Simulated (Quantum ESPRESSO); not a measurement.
# Moving the choice of potentials or basis in Rh

The cell as given:

It takes space group Fm-3m (No. 225, cubic). The conventional cell has a = 3.796 Å, b = 3.796 Å, c = 3.796 Å, α = 90.00°, β = 90.00°, γ = 90.00°. Rh (site symmetry m-3m) has 12 Rh at 2.68 Å as nearest neighbours.

Kept alike: task relaxation of cell and atoms; functional PBE; k mesh 12 × 12 × 12; occupations fermi-dirac, width 0.05 eV; no spin polarisation. Program: Quantum ESPRESSO. Cutoffs run from 612 to 1197 eV. The mesh is that of the run's cell of 1 atom. No spin-orbit coupling.

| choice of potentials or basis | volume (Å³/atom) |
| --- | --- |
| Ansatz NC SR PBE | 14.027 |
| GBRV 1.5 PBE | 14.060 |
| PseudoDojo 0.4 SR PBE stringent | 14.049 |
| PseudoDojo 0.4.1 SR PBE standard | 14.049 |
| PseudoDojo 0.5 SR PBE standard | 14.049 |
| PseudoDojo 0.5 SR PBE stringent | 14.049 |
| SG15 PBE 1.2 | 14.034 |
| SPMS 1.0 PBE | 14.053 |
| SSSP 1.3 efficiency PBE | 14.013 |

The relaxations keep at least the cell's symmetry (Fm-3m). For a metal such a mesh leaves the last digits unconverged. Relaxations stop with a little pressure left, so the last digits of a volume or edge aren't settled. Runs of this series that gave no sound value for these columns are left out.

The volume runs from 14.013 (SSSP 1.3 efficiency PBE) to 14.060 Å³/atom (GBRV 1.5 PBE).
